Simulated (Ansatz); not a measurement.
KF, DFT, PBEsol, all-electron LAPW, scalar-relativistic (Ansatz 0.2.0), run on 1 thread of Arm Neoverse V2 on a shared host.

The cell is COD entry 9008652, as deposited and not checked against the literature; nothing was relaxed.

Command: `ansatz run input.yaml --threads 1 --pin off --max-ram 2048MiB --backend cpu --events-out ev --progress --plain --runs-dir out`

```yaml
crystal:
  lattice:
    - [0.0, 2.6735, 2.6735]
    - [2.6735, 0.0, 2.6735]
    - [2.6735, 2.6735, 0.0]
  atoms:
    - { symbol: K, position: [0.0, 0.0, 0.0] }
    - { symbol: F, position: [0.5, 0.5, 0.5] }
kpoints:
  mp_grid: { grid: [9, 9, 9] }
  band_path:
    path:
      - [0.0, 0.0, 0.0]
      - [0.5, 0.0, 0.5]
      - [0.625, 0.25, 0.625]
      - [0.375, 0.375, 0.75]
      - [0.0, 0.0, 0.0]
      - [0.5, 0.5, 0.5]
      - [0.5, 0.25, 0.75]
      - [0.5, 0.0, 0.5]
    npoints: 5
scf:
  occupations: { method: fermi_dirac, width: 0.01 }
hamiltonian:
  xc: pbesol
  pseudopotentials: { kind: all_electron, lapw: { basis_error: 0.001 } }
output:
  forces: true
  stress: true
  eigenvalues: true
```

Q: How large is the problem that the program sets up?

A: 35 irreducible k-points, 259 plane waves at Γ, 16 bands.

Q: About how long does it take?

A: 5.5 s of wall time for 8 SCF iterations. Times on shared machines scatter by tens of per cent.
